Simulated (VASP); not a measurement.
# Ta (Im-3m) in VASP: notebook

One crystal, Ta, is run at these levels: PBE; tasks: single point.

Everything below comes from runs of VASP 6.6.1. Logs are shortened: lines on timing, memory, paths and dates and some standing lists are left out, and cuts for length are marked.

## 1. Starting point

It takes space group Im-3m (No. 229, cubic). Conventional cell: a = 3.318 Å, b = 3.318 Å, c = 3.318 Å, α = 90.00°, β = 90.00°, γ = 90.00°. Around Ta (site symmetry m-3m) lie 8 Ta at 2.87 Å.

## 2. Single point, PBE, non-collinear spin, zero start, spin-orbit coupling

Contents of INCAR:

```
PREC = Accurate
ENCUT = 520
EDIFF = 1E-7
ISMEAR = 0
SIGMA = 0.1
LREAL = False
LASPH = True
NELM = 80
ALGO = Normal
ISIF = 2
LWAVE = False
LCHARG = False
LNONCOLLINEAR = True
MAGMOM = 0 0 0
LORBIT = 11
LSORBIT = True
GGA_COMPAT = False
LMAXMIX = 4
GGA = PE
NBANDS = 22
KPAR = 4
```

Contents of KPOINTS:

```
regular mesh
0
Gamma
  18 18 18
```

Contents of POSCAR:

```
Ta                                      
1.0
   -1.6590135150      1.6590135150      1.6590135150
    1.6590135150     -1.6590135150      1.6590135150
    1.6590135150      1.6590135150     -1.6590135150
  Ta            
     1
Direct
     0.0000000000000000    0.0000000000000000    0.0000000000000000
```

Potentials or basis: VASP PAW PBE potentials, release 64 (Ta_pv).

Run with:

```console
$ cat potpaw_PBE.64/Ta_pv/POTCAR > POTCAR
$ mpirun -np 4 vasp_ncl > vasp.out
```

OUTCAR:

```text
PREC = Accurate
   ENCUT = 520
   EDIFF = 1E-7
   ISMEAR = 0
   LREAL = False
   LASPH = True
   NELM = 80
   ISIF = 2
   LNONCOLLINEAR = True
   LORBIT = 11
   LSORBIT = True
   GGA = PE

 ion  position               nearest neighbor table
   1  0.000  0.000  0.000-

  LATTYP: Found a body centered cubic cell.
 ALAT       =     3.3180270300

  Lattice vectors:

 A1 = (  -1.6590135150,   1.6590135150,   1.6590135150)
 A2 = (   1.6590135150,  -1.6590135150,   1.6590135150)
 A3 = (   1.6590135150,   1.6590135150,  -1.6590135150)

Analysis of symmetry for initial positions (statically):
=====================================================================
 Subroutine PRICEL returns:
 Original cell was already a primitive cell.

 Routine SETGRP: Setting up the symmetry group for a
 body centered cubic supercell.

 Subroutine GETGRP returns: Found 48 space group operations
 (whereof 48 operations were pure point group operations)
 out of a pool of 48 trial point group operations.

The static configuration has the point symmetry O_h .

Analysis of symmetry for dynamics (positions and initial velocities):
=====================================================================
 Subroutine PRICEL returns:
 Original cell was already a primitive cell.

 Routine SETGRP: Setting up the symmetry group for a
 body centered cubic supercell.

 Subroutine GETGRP returns: Found 48 space group operations
 (whereof 48 operations were pure point group operations)
 out of a pool of 48 trial point group operations.

The dynamic configuration has the point symmetry O_h .

Analysis of structural, dynamic, and magnetic symmetry:
=====================================================================
 Subroutine PRICEL returns:
 Original cell was already a primitive cell.

 Routine SETGRP: Setting up the symmetry group for a
 body centered cubic supercell.

 Subroutine GETGRP returns: Found 48 space group operations
 (whereof 48 operations were pure point group operations)
 out of a pool of 48 trial point group operations.

The overall configuration has the point symmetry O_h .

 Subroutine INISYM returns: Found 48 space group operations
 (whereof 48 operations are pure point group operations),
 and found     1 'primitive' translations

----------------------------------------------------------------------------------------

                                     Primitive cell

  volume of cell :      18.2646

  direct lattice vectors                    reciprocal lattice vectors
    -1.659013515  1.659013515  1.659013515     0.000000000  0.301383922  0.301383922
     1.659013515 -1.659013515  1.659013515     0.301383922  0.000000000  0.301383922
     1.659013515  1.659013515 -1.659013515     0.301383922  0.301383922  0.000000000

  length of vectors
     2.873495698  2.873495698  2.873495698     0.426221230  0.426221230  0.426221230

  position of ions in fractional coordinates (direct lattice)
     0.000000000  0.000000000  0.000000000

  ion indices of the primitive-cell ions
   primitive index   ion index
                 1           1

----------------------------------------------------------------------------------------

 KPOINTS: regular mesh

Automatic generation of k-mesh.
 Grid dimensions read from file:
 generate k-points for:   18   18   18

 Generating k-lattice:

  Cartesian coordinates                     Fractional coordinates (reciprocal lattice)
     0.000000000  0.016743551  0.016743551     0.055555556  0.000000000  0.000000000
     0.016743551  0.000000000  0.016743551     0.000000000  0.055555556  0.000000000
     0.016743551  0.016743551  0.000000000     0.000000000  0.000000000  0.055555556

  Length of vectors
     0.023678957  0.023678957  0.023678957

  Shift w.r.t. Gamma in fractional coordinates (k-lattice)
     0.000000000  0.000000000  0.000000000

 Subroutine IBZKPT returns following result:
 ===========================================

 Found    195 irreducible k-points:

 Following reciprocal coordinates:
            Coordinates               Weight
  0.000000  0.000000  0.000000      1.000000
  0.055556  0.000000  0.000000     12.000000
  0.111111  0.000000  0.000000     12.000000
  0.166667  0.000000  0.000000     12.000000
  0.222222  0.000000  0.000000     12.000000
  0.277778  0.000000  0.000000     12.000000
[... 16 lines left out ...]
  0.333333  0.111111  0.000000     48.000000
  0.388889  0.111111  0.000000     48.000000
 [... further k-points ...]
   k-points           NKPTS =    195   k-points in BZ     NKDIM =    195   number of bands    NBANDS=     22
   number of dos      NEDOS =    301   number of ions     NIONS =      1
   total plane-waves  NPLWV =  13824
   dimension x,y,z NGX =    24 NGY =   24 NGZ =   24
   dimension x,y,z NGXF=    48 NGYF=   48 NGZF=   48
   ions per type =               1
   NGX,Y,Z   is equivalent  to a cutoff of  13.89, 13.89, 13.89 a.u.
   NGXF,Y,Z  is equivalent  to a cutoff of  27.77, 27.77, 27.77 a.u.
 SYSTEM =  unknown system
   PREC   = accura    normal or accurate (medium, high low for compatibility)
   ISTART =      0    job   : 0-new  1-cont  2-samecut
   ICHARG =      2    charge: 1-file 2-atom 10-const
   ISPIN  =      1    spin polarized calculation?
   LNONCOLLINEAR =      T non collinear calculations
   LSORBIT =      T    spin-orbit coupling
   LASPH  =      T    aspherical Exc in radial PAW
   ENCUT  =  520.0 eV  38.22 Ry    6.18 a.u.   5.34  5.34  5.34*2*pi/ulx,y,z
   NELM   =     80;   NELMIN=  2; NELMDL= -5     # of ELM steps
   EDIFF  = 0.1E-06   stopping-criterion for ELM
   LREAL  =      F    real-space projection
   EDIFFG = 0.1E-05   stopping-criterion for IOM
   NSW    =      0    number of steps for IOM
   IBRION =     -1    ionic relax: 0-MD 1-quasi-New 2-CG
   NFREE  =      0    steps in history (QN), initial steepest desc. (CG)
   ISIF   =      2    stress and relaxation
   ISYM   =      2    0-nonsym 1-usesym 2-fastsym
   POTIM  = 0.5000    time-step for ionic-motion
   TEBEG  =    0.0;   TEEND  =   0.0 temperature during run
   PSTRESS=    0.0 pullay stress
   NELECT =      11.0000    total number of electrons
   NUPDOWN=      -1.0000    fix difference up-down
   EMIN   =  10.00;   EMAX   =-10.00  energy-range for DOS
   EFERMI =   0.00;   METHOD = LEGACY
   ISMEAR =     0;   SIGMA  =   0.10  broadening in eV -4-tet -1-fermi 0-gaus
   EFERMI_NEDOS =   21; number of points for ismear=-14 and -15
   IALGO  =     38    algorithm
   IMIX   =      4    mixing-type and parameters
     AMIX     =   0.40;   BMIX     =  1.00
     AMIX_MAG =   1.60;   BMIX_MAG =  1.00
  volume/ion in A,a.u.               =      18.26       123.26
  Fermi-wavevector in a.u.,A,eV,Ry     =   1.382513  2.612570 26.005379  1.911341
  Thomas-Fermi vector in A             =   2.507197
   LORBIT       =     11    0 simple, 1 ext, 2 COOP (PROOUT), +10 PAW based schemes
   GGA     = PE    functional components
   LHFCALC =     F    Hartree Fock is set to
   AEXX    =    0.0000 exact exchange contribution
   IVDW    =     0    specifies the selected vdW correction
   LEPSILON=     F    determine dielectric tensor
   LRPA    =     F    only Hartree local field effects (RPA)
 Gauss-broadening in eV      SIGMA  =   0.10
  energy-cutoff  :      520.00
  volume of cell :       18.26
 maximum number of plane-waves:      1062
 NGX is ok and might be reduce to    24
   NGX = 11   NGY = 11   NGZ = 11

 number of electron      11.0000000 magnetization       0.0000000      0.0000000      0.0000000

 number of electron      11.0000001 magnetization      -0.0000000      0.0000000      0.0000000

 number of electron      11.0000001 magnetization       0.0000000     -0.0000000     -0.0000000

 Free energy of the ion-electron system (eV)
  ---------------------------------------------------
  ext. energy  EPLUGINS =         0.00000000
  ---------------------------------------------------
  free energy    TOTEN  =       -12.52958040 eV

  energy without entropy =      -12.52320905  energy(sigma->0) =      -12.52639472

 E-fermi :   5.3697     XC(G=0): -12.5462

 val. band max:        5.3616842848   @ k =   0.3333   0.0000   0.0000
 cond. band min:       5.3764905691   @ k =   0.1111   0.0556   0.0556
 fundamental gap:      0.0148062843
 Fermi energy:         5.3697262364

 k-point     1 :       0.0000    0.0000    0.0000
  band No.  band energies     occupation
      1     -33.2276      1.00000
      2     -33.2276      1.00000
      3     -25.1795      1.00000
      4     -25.1795      1.00000
      5     -25.1795      1.00000
      6     -25.1795      1.00000
[... 574 lines left out ...]
      6     -25.4364      1.00000
[... 14 lines left out ...]
     21      18.2895      0.00000
     22      18.2895      0.00000

 [... further k-points ...]

------------------------ aborting loop because EDIFF is reached ----------------------------------------

  FORCE on cell =-STRESS in cart. coord.  units (eV):
  Direction    XX          YY          ZZ          XY          YZ          ZX
  --------------------------------------------------------------------------------------
  -------------------------------------------------------------------------------------
  Total       -0.0013894     -0.0013894     -0.0013894      0.0000000      0.0000000     -0.0000000
  in kB       -0.1218821     -0.1218821     -0.1218821      0.0000000      0.0000000     -0.0000000
  external PRESSURE =      -0.1218821 kB  Pullay stress =       0.0000000 kB

 VOLUME and BASIS-vectors are now :
 -----------------------------------------------------------------------------
  energy-cutoff  :      520.00
  volume of cell :       18.26
      direct lattice vectors                 reciprocal lattice vectors
    -1.659013515  1.659013515  1.659013515     0.000000000  0.301383922  0.301383922
     1.659013515 -1.659013515  1.659013515     0.301383922  0.000000000  0.301383922
     1.659013515  1.659013515 -1.659013515     0.301383922  0.301383922  0.000000000

 POSITION                                       TOTAL-FORCE (eV/Angst)
 -----------------------------------------------------------------------------------
      0.00000      0.00000      0.00000        -0.000000     -0.000000      0.000000
 -----------------------------------------------------------------------------------
    total drift:                                0.000000      0.000000      0.000000

  FREE ENERGIE OF THE ION-ELECTRON SYSTEM (eV)
  ---------------------------------------------------
  free  energy   TOTEN  =       -12.5295803974 eV

  energy  without entropy=      -12.5232090487  energy(sigma->0) =      -12.52639472

 Spin-Orbit-Coupling matrix elements

 Ion:    1  E_soc:     -1.4128254
 l=   1
     0.0000000    -0.2141322    -0.2141322
    -0.2141322     0.0000000    -0.2141322
    -0.2141322    -0.2141322     0.0000000
 l=   2
     0.0000000    -0.0053851     0.0000000    -0.0053851    -0.0159537
    -0.0053851     0.0000000    -0.0119652    -0.0053851    -0.0039884
     0.0000000    -0.0119652     0.0000000    -0.0119652     0.0000000
    -0.0053851    -0.0053851    -0.0119652     0.0000000    -0.0039884
    -0.0159537    -0.0039884     0.0000000    -0.0039884     0.0000000
 l=   3
     0.0000000     0.0000000     0.0000000     0.0000000     0.0000000     0.0000000     0.0000000
     0.0000000     0.0000000     0.0000000     0.0000000     0.0000000     0.0000000     0.0000000
     0.0000000     0.0000000     0.0000000     0.0000000     0.0000000     0.0000000     0.0000000
     0.0000000     0.0000000     0.0000000     0.0000000     0.0000000     0.0000000     0.0000000
     0.0000000     0.0000000     0.0000000     0.0000000     0.0000000     0.0000000     0.0000000
     0.0000000     0.0000000     0.0000000     0.0000000     0.0000000     0.0000000     0.0000000
     0.0000000     0.0000000     0.0000000     0.0000000     0.0000000     0.0000000     0.0000000

 total charge

# of ion       s       p       d       tot
------------------------------------------
    1        0.367   6.163   2.389   8.920

 magnetization (x)

# of ion       s       p       d       tot
------------------------------------------
    1       -0.000   0.000   0.000   0.000

 magnetization (y)

# of ion       s       p       d       tot
------------------------------------------
    1        0.000  -0.000   0.000   0.000

 magnetization (z)

# of ion       s       p       d       tot
------------------------------------------
    1        0.000  -0.000   0.000   0.000
```

Run time: 20 s. Hardware: 4 MPI ranks of Intel Xeon Platinum 8559C (Emerald Rapids), shared host; peak memory 0.26 GiB.

What came out:

| Property | Result |
| --- | --- |
| Free energy | -12.5296 eV |
| Pressure | 0.0 GPa |
| Net moment | 0.00 μB per cell |
| Valence electrons inside the program's atomic spheres | Ta 8.92 |

Moments on the atoms (μB; x, y, z):
```
Ta  0.00 0.00 0.00
```

## 3. Single point, PBE, non-collinear spin, zero start, spin-orbit coupling (a relaxed cell with its volume scaled by 0.97)

INCAR is that of step 2.

KPOINTS is that of step 2.

Contents of POSCAR:

```
Ta                                      
1.0
   -1.6422546569      1.6422546569      1.6422546569
    1.6422546569     -1.6422546569      1.6422546569
    1.6422546569      1.6422546569     -1.6422546569
  Ta            
     1
Direct
     0.0000000000000000    0.0000000000000000    0.0000000000000000
```

Potentials or basis: VASP PAW PBE potentials, release 64 (Ta_pv).

Run with:

```console
$ cat potpaw_PBE.64/Ta_pv/POTCAR > POTCAR
$ mpirun -np 4 vasp_ncl > vasp.out
```

Wall time 20 s (4 MPI ranks of Intel Xeon Platinum 8559C (Emerald Rapids), shared host); peak memory 0.26 GiB.

The run converged. Its results:

* Free energy: -12.5191 eV
* Pressure: 6.2 GPa
* Net moment: 0.00 μB per cell
* Valence electrons inside the program's atomic spheres: Ta 8.98

Moments on the atoms (μB; x, y, z):
```
Ta  0.00 0.00 0.00
```

## 4. Single point, PBE, non-collinear spin, zero start, spin-orbit coupling (a relaxed cell with its volume scaled by 1.03)

INCAR is that of step 3.

KPOINTS is that of step 3.

Contents of POSCAR:

```
Ta                                      
1.0
   -1.6754404597      1.6754404597      1.6754404597
    1.6754404597     -1.6754404597      1.6754404597
    1.6754404597      1.6754404597     -1.6754404597
  Ta            
     1
Direct
     0.0000000000000000    0.0000000000000000    0.0000000000000000
```

Run with:

```console
$ cat potpaw_PBE.64/Ta_pv/POTCAR > POTCAR
$ mpirun -np 4 vasp_ncl > vasp.out
```

It took 21 s on 4 MPI ranks of Intel Xeon Platinum 8559C (Emerald Rapids), shared host; peak memory 0.26 GiB.

It converged, with:

```yaml
Free_energy: -12.5203 eV
Pressure: -5.4 GPa
Net_moment: 0.00 μB per cell
Valence_electrons_inside_the_program's_atomic_spheres: Ta 8.87
```

Moments on the atoms (μB; x, y, z):
```
Ta  0.00 0.00 0.00
```

## 5. Single point, PBE, non-collinear spin, zero start, spin-orbit coupling (a relaxed cell with its volume scaled by 0.94)

INCAR is that of step 4.

KPOINTS is that of step 4.

Contents of POSCAR:

```
Ta                                      
1.0
   -1.6251465935      1.6251465935      1.6251465935
    1.6251465935     -1.6251465935      1.6251465935
    1.6251465935      1.6251465935     -1.6251465935
  Ta            
     1
Direct
     0.0000000000000000    0.0000000000000000    0.0000000000000000
```

Run with:

```console
$ cat potpaw_PBE.64/Ta_pv/POTCAR > POTCAR
$ mpirun -np 4 vasp_ncl > vasp.out
```

Wall time 21 s (4 MPI ranks of Intel Xeon Platinum 8559C (Emerald Rapids), shared host); peak memory 0.26 GiB.

It converged, with:

```
Free energy                                           : -12.4854 eV
Pressure                                              : 13.5 GPa
Net moment                                            : 0.00 μB per cell
Valence electrons inside the program's atomic spheres : Ta 9.04
```

Moments on the atoms (μB; x, y, z):
```
Ta  0.00 0.00 0.00
```

(Part 1 of 2 ends here.)
